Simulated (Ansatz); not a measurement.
Runs of Ansatz 0.2.0 on Cu. It takes space group I4/mmm (No. 139, tetragonal). The conventional cell has a = 2.886 Å, b = 2.886 Å, c = 2.752 Å, α = 90.00°, β = 90.00°, γ = 90.00°. Around Cu (site symmetry 4/mmm) lie 10 Cu at 2.46 to 2.75 Å. This isn't the form of Cu at room conditions, which is fcc.

| task | level | cell | smearing | points for each segment of the path | gap on the mesh (eV) | pressure (GPa) | relaxed volume (Å³/atom) |
| --- | --- | --- | --- | --- | --- | --- | --- |
| relaxation of cell and atoms | BLYP | relaxed | fermi-dirac 0.05 eV | - | none | 0.0 | 12.79 |
| single point | PBE | as given | gaussian 0.016 eV | - | none | 7.2 | - |
| band structure | LDA | as given | fermi-dirac 0.05 eV | 14 | none | -7.8 | - |
| single point | PBE | as given | gaussian 0.011 eV | - | none | 7.2 | - |
| relaxation of cell and atoms | revPBE | relaxed | fermi-dirac 0.05 eV | - | none | 0.0 | (a) |

Alike in all rows: potentials or basis Ansatz PAW; no spin polarisation; k mesh 13 × 13 × 13; cutoff (eV) 420.

Problem. Estimate the missing entries.

Solution. (a) 12.34.

Caveats: the PAW data sets come from PBE, with cores solved anew for the run's functional, which leaves a small shift of forces and pressure (some runs); the plane-wave basis is chosen anew once the cell has moved, so the energies of steps on either side of that aren't comparable (some runs).

A gap of «none» marks a metal or a gap under the smearing width.
